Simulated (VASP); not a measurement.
# B (R-3m) in VASP: further runs

The runs below take B through relaxation of cell and atoms, single point, with PBE.

Program: VASP 6.6.1. These are calculated values, not measurements. Logs are shortened: lines on timing, memory, paths and dates and some standing lists are left out, and cuts for length are marked.

### Step 1. The crystal as given

It takes space group R-3m (No. 166, trigonal). The conventional cell has a = 2.852 Å, b = 2.852 Å, c = 12.474 Å, α = 90.00°, β = 90.00°, γ = 120.00°. Around B (site symmetry 3m) lie 5 B at 1.64 to 1.86 Å. B (site symmetry 3m) has 7 B at 1.64 to 1.86 Å as nearest neighbours.

The cell was built by a generator and needn't be a form met in nature.

### Step 2. Relaxation of cell and atoms, PBE (random cell without symmetry)

The input, INCAR:

```
PREC = Accurate
ENCUT = 600
EDIFF = 1E-6
ISMEAR = 0
SIGMA = 0.1
LREAL = False
LASPH = True
NELM = 100
ALGO = Normal
ISIF = 3
LWAVE = False
LCHARG = False
GGA = PE
IBRION = 2
NSW = 90
EDIFFG = -0.04
```

The input, KPOINTS:

```
Automatic mesh
0
Gamma
  6 6 6
```

The input, POSCAR:

```
B
1.0
    3.2255776143      0.0000000000      0.0000000000
    0.6450396143      3.0068677493      0.0000000000
    0.1719104965      0.3018658311      2.8933181420
B
4
Direct
    0.6772983166      0.9316495970      0.3538882281
    0.5982731766      0.1085652957      0.9133949006
    0.0792751269      0.5059655214      0.7507551366
    0.4058014892      0.7397324008      0.2025179752
```

Potentials or basis: VASP PAW PBE potentials, release 64 (B).

On the command line:

```bash
> cat potpaw_PBE.64/B/POTCAR > POTCAR
> mpirun -np 1 vasp_std > vasp.out
```

OUTCAR:

```text
PREC = Accurate
   ENCUT = 600
   EDIFF = 1E-6
   ISMEAR = 0
   LREAL = False
   LASPH = True
   NELM = 100
   ISIF = 3
   GGA = PE
   IBRION = 2
   NSW = 90
   EDIFFG = -0.04

 ion  position               nearest neighbor table
   1  0.677  0.932  0.354-   4 1.28   2 1.35   2 1.76   3 1.96
   2  0.598  0.109  0.913-   1 1.35   4 1.55   1 1.76   3 1.90   4 2.16   3 2.17
   3  0.079  0.506  0.751-   2 1.90   1 1.96   4 2.01   4 2.01   2 2.17
   4  0.406  0.740  0.203-   1 1.28   2 1.55   3 2.01   3 2.01   2 2.16

  LATTYP: Found a triclinic cell.
 ALAT       =     3.9890069454
 B/A-ratio  =     0.7709380373
 C/A-ratio  =     1.6276292742
 COS(alpha) =     0.0021789324
 COS(beta)  =     0.6360418721
 COS(gamma) =     0.6879075789

  Lattice vectors:

 A1 = (   0.4731291178,   2.7050019182,  -2.8933181420)
 A2 = (   0.6450396143,   3.0068677493,   0.0000000000)
 A3 = (   2.8817566213,  -0.6037316622,  -5.7866362840)

Analysis of symmetry for initial positions (statically):
=====================================================================
 Subroutine PRICEL returns:
 Original cell was already a primitive cell.

 Routine SETGRP: Setting up the symmetry group for a
 triclinic supercell.

 Subroutine GETGRP returns: Found  1 space group operations
 (whereof  1 operations were pure point group operations)
 out of a pool of  2 trial point group operations.

The static configuration has the point symmetry C_1 .

Analysis of symmetry for dynamics (positions and initial velocities):
=====================================================================
 Subroutine PRICEL returns:
 Original cell was already a primitive cell.

 Routine SETGRP: Setting up the symmetry group for a
 triclinic supercell.

 Subroutine GETGRP returns: Found  1 space group operations
 (whereof  1 operations were pure point group operations)
 out of a pool of  2 trial point group operations.

The dynamic configuration has the point symmetry C_1 .

 Subroutine INISYM returns: Found  1 space group operations
 (whereof  1 operations are pure point group operations),
 and found     1 'primitive' translations

----------------------------------------------------------------------------------------

                                     Primitive cell

  volume of cell :      28.0620

[... 91 lines left out ...]
   NELM   =    100;   NELMIN=  2; NELMDL= -5     # of ELM steps
   EDIFF  = 0.1E-05   stopping-criterion for ELM
   LREAL  =      F    real-space projection
   EDIFFG = -.4E-01   stopping-criterion for IOM
   NSW    =     90    number of steps for IOM
   IBRION =      2    ionic relax: 0-MD 1-quasi-New 2-CG
   NFREE  =      1    steps in history (QN), initial steepest desc. (CG)
   ISIF   =      3    stress and relaxation
   ISYM   =      2    0-nonsym 1-usesym 2-fastsym
   POTIM  = 0.5000    time-step for ionic-motion
   TEBEG  =    0.0;   TEEND  =   0.0 temperature during run
   PSTRESS=    0.0 pullay stress
   NELECT =      12.0000    total number of electrons
   NUPDOWN=      -1.0000    fix difference up-down
   EMIN   =  10.00;   EMAX   =-10.00  energy-range for DOS
   EFERMI =   0.00;   METHOD = LEGACY
   ISMEAR =     0;   SIGMA  =   0.10  broadening in eV -4-tet -1-fermi 0-gaus
   EFERMI_NEDOS =   21; number of points for ismear=-14 and -15
   IALGO  =     38    algorithm
   IMIX   =      4    mixing-type and parameters
     AMIX     =   0.40;   BMIX     =  1.00
     AMIX_MAG =   1.60;   BMIX_MAG =  1.00
  volume/ion in A,a.u.               =       7.02        47.34
  Fermi-wavevector in a.u.,A,eV,Ry     =   1.233377  2.330745 20.697445  1.521219
  Thomas-Fermi vector in A             =   2.368110
   LORBIT       =      0    0 simple, 1 ext, 2 COOP (PROOUT), +10 PAW based schemes
   GGA     = PE    functional components
   LHFCALC =     F    Hartree Fock is set to
   AEXX    =    0.0000 exact exchange contribution
   IVDW    =     0    specifies the selected vdW correction
   LEPSILON=     F    determine dielectric tensor
   LRPA    =     F    only Hartree local field effects (RPA)
 conjugate gradient relaxation of ions
 non-spin polarized calculation
 Gauss-broadening in eV      SIGMA  =   0.10
  energy-cutoff  :      600.00
  volume of cell :       28.06
 maximum number of plane-waves:       950
 NGX is ok and might be reduce to    28
   NGX = 13   NGY = 13   NGZ = 11

--------------------------------------- Ionic step        1  -------------------------------------------

 number of electron      12.0000000 magnetization

 Free energy of the ion-electron system (eV)
  ---------------------------------------------------
  ext. energy  EPLUGINS =         0.00000000
  ---------------------------------------------------
  free energy    TOTEN  =       -18.55600182 eV

  energy without entropy =      -18.55001716  energy(sigma->0) =      -18.55300949

------------------------ aborting loop because EDIFF is reached ----------------------------------------

  FORCE on cell =-STRESS in cart. coord.  units (eV):
  Direction    XX          YY          ZZ          XY          YZ          ZX
  --------------------------------------------------------------------------------------
  -------------------------------------------------------------------------------------
  Total        7.3051776      6.1633513     17.1784843      7.7810341     -2.4602177      6.1896465
  in kB      417.0838248    351.8920792    980.7931223    444.2525091   -140.4643501    353.3933853
  external PRESSURE =     583.2563421 kB  Pullay stress =       0.0000000 kB
[... 728 lines left out ...]
 k-point    24 :       0.5000    0.0000    0.1667
  band No.  band energies     occupation
      1      -8.7112      2.00000
      2      -6.2622      2.00000
      3      -2.6758      2.00000
      4      -1.1651      2.00000
      5       1.2804      2.00000
      6       2.6961      1.99773
      7       3.7765      0.00000
      8       5.7699      0.00000
      9       8.1442      0.00000
     10       9.1080      0.00000

 [... further k-points ...]

[... ionic steps 4 to 56 ...]

--------------------------------------- Ionic step       57  -------------------------------------------

 number of electron      12.0000000 magnetization

------------------------ aborting loop because EDIFF is reached ----------------------------------------
[... 71 lines left out ...]
--------------------------------------- Ionic step       59  -------------------------------------------

 number of electron      12.0000000 magnetization

 Free energy of the ion-electron system (eV)
  ---------------------------------------------------
  ext. energy  EPLUGINS =         0.00000000
  ---------------------------------------------------
  free energy    TOTEN  =       -25.80364773 eV

  energy without entropy =      -25.80107150  energy(sigma->0) =      -25.80235962

 E-fermi :   5.2364     XC(G=0): -11.3628

 val. band max:        5.2361786490   @ k =  -0.3333  -0.3333   0.3333
 cond. band min:       5.2445373985   @ k =   0.5000   0.1667   0.5000
 fundamental gap:      0.0083587496
 Fermi energy:         5.2363763044
[... 343 lines left out ...]
  FREE ENERGIE OF THE ION-ELECTRON SYSTEM (eV)
  ---------------------------------------------------
  free  energy   TOTEN  =       -25.8036477317 eV

  energy  without entropy=      -25.8010715028  energy(sigma->0) =      -25.80235962

 reached required accuracy - stopping structural energy minimisation
```

OSZICAR:

```text
N       E                     dE             d eps       ncg     rms          rms(c)
DAV:   1     0.242076904957E+02    0.24208E+02   -0.65541E+03  2240   0.122E+03
DAV:   2    -0.212235439063E+02   -0.45431E+02   -0.43726E+02  3136   0.201E+02
DAV:   3    -0.226810535210E+02   -0.14575E+01   -0.14401E+01  2892   0.321E+01
DAV:   4    -0.226896298699E+02   -0.85763E-02   -0.85625E-02  2886   0.235E+00
[... 503 lines left out ...]
DAV:   1    -0.258038751360E+02   -0.85186E-03   -0.28573E-02  2320   0.148E+00    0.663E-02
DAV:   2    -0.258036827318E+02    0.19240E-03   -0.82515E-04  3046   0.243E-01    0.306E-02
DAV:   3    -0.258036481717E+02    0.34560E-04   -0.16071E-04  2970   0.900E-02    0.919E-03
DAV:   4    -0.258036477879E+02    0.38381E-06   -0.16126E-05  2610   0.334E-02    0.285E-03
DAV:   5    -0.258036477317E+02    0.56210E-07   -0.15240E-06  1524   0.988E-03
  59 F= -.25803648E+02 E0= -.25802360E+02  d E =-.625391E-03
```

CONTCAR:

```text
B
   1.00000000000000
     4.1196638282847546   -0.1212601617579552    0.1116848239550725
     0.7460305537584071    2.6975243239992936   -0.3972121983098081
     0.5749127976237649   -0.2039131839523122    2.7571754291147825
  B
     4
Direct
     0.9038361166313902    0.9552323065715834    0.6896989812004133
     0.4762149067245149    0.1876870846341273    0.9201728828024766
     0.1901217461690971    0.3618961450049041    0.5150725070586694
     0.1904753397750054    0.7810972786893862    0.0956118694384359

  0.00000000E+00  0.00000000E+00  0.00000000E+00
  0.00000000E+00  0.00000000E+00  0.00000000E+00
  0.00000000E+00  0.00000000E+00  0.00000000E+00
  0.00000000E+00  0.00000000E+00  0.00000000E+00
```

Run time: 14 min. Hardware: 1 thread of Intel Xeon Platinum 8259CL at 2.50GHz (Skylake/Cascade Lake), shared host; peak memory 0.18 GiB.

What came out:

```yaml
Free_energy: -25.8036 eV
Relaxed_volume: 7.60 Å³/atom
Relaxed_cell: a = 4.123 Å, b = 2.827 Å, c = 2.824 Å, α = 98.76°, β = 76.59°, γ = 76.60°
Space_group_after_relaxing_to_0.05_Å: C2/m (No. 12)
Energy_gained_by_relaxing: 1811.9 meV/atom
Ionic_steps: 59
Pressure_after_relaxing: 0.1 GPa
Largest_force_after_relaxing: 0.035 eV/Å
Band_gap_on_the_k_mesh: none (metal or under the smearing width)
```

Forces on the atoms (eV/Å):
```
B    0.019  0.002 -0.019
B   -0.004 -0.004  0.035
B    0.002 -0.001 -0.015
B   -0.018  0.003 -0.001
```

Stress tensor (GPa, compression positive):
```
-0.30 -0.16 -0.03
-0.16  0.11  0.09
-0.03  0.09  0.44
```

Step by step:
| step | energy change (eV) | largest force (eV/Å) | pressure (GPa) | volume (Å³) |
| --- | --- | --- | --- | --- |
| 1 | 0.0000 | 22.0319 | 58.33 | 28.06 |
| 3 | 3.7141 | 35.2366 | 55.63 | 39.74 |
| 5 | -1.0877 | 7.8380 | 14.94 | 43.98 |
| 7 | -2.6405 | 2.6912 | -9.64 | 46.34 |
| 9 | -2.7976 | 2.3968 | -16.92 | 47.59 |
| 11 | -4.2465 | 0.8415 | -16.81 | 42.12 |
| 13 | -4.3637 | 0.7825 | -15.29 | 41.22 |
| 15 | -4.4460 | 1.4471 | -12.57 | 40.16 |
| 17 | -4.6849 | 1.0325 | -5.20 | 37.86 |
| 19 | -4.9012 | 1.0155 | 3.04 | 35.42 |
| 21 | -5.0658 | 0.6351 | 2.31 | 34.77 |
| 23 | -5.1511 | 0.5393 | -1.39 | 35.49 |
| 25 | -5.2395 | 0.9670 | -1.07 | 35.49 |
| 27 | -6.1882 | 3.5208 | -2.43 | 33.16 |
| 29 | -5.9786 | 4.5454 | -0.60 | 33.07 |
| 31 | -5.9888 | 5.0178 | -0.13 | 32.71 |
| 33 | -6.0036 | 5.0307 | 0.61 | 32.32 |
| 35 | -6.0348 | 4.4476 | 0.59 | 32.16 |
| 37 | -6.1030 | 4.0494 | -0.05 | 32.17 |
| 39 | -6.3552 | 2.4734 | -2.47 | 32.22 |
| 41 | -6.6794 | 2.6864 | -5.52 | 32.37 |
| 43 | -6.7625 | 2.1556 | -5.85 | 32.23 |
| 45 | -6.9609 | 0.9150 | -3.48 | 31.03 |
| 47 | -7.0514 | 0.8017 | -3.17 | 31.06 |
| 49 | -7.1662 | 0.4142 | 2.99 | 30.19 |
| 51 | -7.2155 | 0.4536 | -1.03 | 30.66 |
| 53 | -7.2330 | 0.3496 | -1.18 | 30.59 |
| 55 | -7.2446 | 0.1502 | 0.38 | 30.34 |
| 57 | -7.2470 | 0.0632 | -0.21 | 30.42 |
| 59 | -7.2476 | 0.0354 | 0.09 | 30.39 |

Final structure:
```xyz
4
Lattice="4.1197 -0.1213 0.1117 0.7460 2.6975 -0.3972 0.5749 -0.2039 2.7572" Properties=species:S:1:pos:R:3 pbc="T T T"
B     4.8327    2.3265    1.6231
B     2.6309    0.2609    2.5157
B     1.3493    0.8481    1.2976
B     1.4224    2.0644   -0.0254
```

Caveat: the k mesh is coarse (spacing up to 0.36 Å⁻¹), so the values aren't converged.

(Part 1 of 2 ends here.)
